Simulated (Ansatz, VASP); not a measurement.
Given: the input of a run of Ansatz 0.2.0 on NiO.

File input.yaml:

```yaml
crystal:
  lattice:
    - [0.0, 2.0859016414, 2.0859016414]
    - [2.0859016414, 0.0, 2.0859016414]
    - [2.0859016414, 2.0859016414, 0.0]
  atoms:
    - { symbol: Ni, position: [0.0, 0.0, 0.0], spin: 1.0 }
    - { symbol: O, position: [0.5, 0.5, 0.5] }
hamiltonian:
  xc: pbe
  pseudopotentials: { kind: paw }
magnetization:
  spin_polarized: true
kpoints:
  mp_grid: { grid: [11, 11, 11] }
scf:
  occupations: { method: gaussian, width: 0.027 }
output:
  forces: true
  stress: true
  eigenvalues: true
```

Potentials or basis: Ansatz PAW.

Launch:

```bash
$ ansatz run input.yaml --threads 2 --pin off --max-ram 5632MiB --backend cpu --events-out ev --progress --plain --runs-dir out
```

**Question.** Set up the same calculation for VASP 6.6.1. Potentials there: VASP PAW PBE potentials, release 64 (Ni, O).

**Answer.** As run (the cutoff follows the program's own potentials):

INCAR

```
PREC = Accurate ; ENCUT = 520
EDIFF = 1E-7 ; ISMEAR = 0
SIGMA = 0.027000000000000003 ; LREAL = False
LASPH = True ; NELM = 120
ALGO = Normal ; ISIF = 2
LWAVE = False ; LCHARG = True
ISPIN = 2 ; MAGMOM = 1 0
LORBIT = 11 ; LMAXMIX = 4
GGA = PE ; LELF = True
LVHAR = True ; NBANDS = 19
```

Contents of KPOINTS:

```
regular mesh
0
Gamma
  11 11 11
```

The input POSCAR:

```
NiO
1.0
    0.0000000000      2.0859016414      2.0859016414
    2.0859016414      0.0000000000      2.0859016414
    2.0859016414      2.0859016414      0.0000000000
Ni O
1 1
Direct
    0.0000000000      0.0000000000      0.0000000000
    0.5000000000      0.5000000000      0.5000000000
```

Potentials or basis: VASP PAW PBE potentials, release 64 (Ni, O).

The run is started by

```bash
$ cat potpaw_PBE.64/Ni/POTCAR potpaw_PBE.64/O/POTCAR > POTCAR
$ mpirun -np 1 vasp_std > vasp.out
```

Both were run:

|  | VASP | Ansatz | Ansatz less VASP |
| --- | --- | --- | --- |
| gap on the k mesh at the Fermi level (eV) | none | none | - |
| pressure (GPa) | 6.0 | 6.3 | +0.36 |
| net moment per atom (μB) | 0.88 | 0.90 | +0.014 |
| size of the moment on the site where the two differ most (μB) | 0.27 | 0.29 | +0.020 |

Site moments also hang on the region over which each program counts them. A gap of «none» marks a metal or a gap that the smearing closes. The two sets of potentials don't hold the same shells in valence.

Caveats: a cell with one magnetic atom can't hold antiferromagnetic order, which such compounds often take; semilocal functionals often make such compounds metallic where correlation or magnetic order opens a gap, which also shifts bond lengths; the pressure holds a Pulay correction of +0.7 GPa for the finite cutoff (Ansatz). With open d or f shells a metallic result of PBE can be an artefact of self-interaction; +U or a hybrid may open a gap.
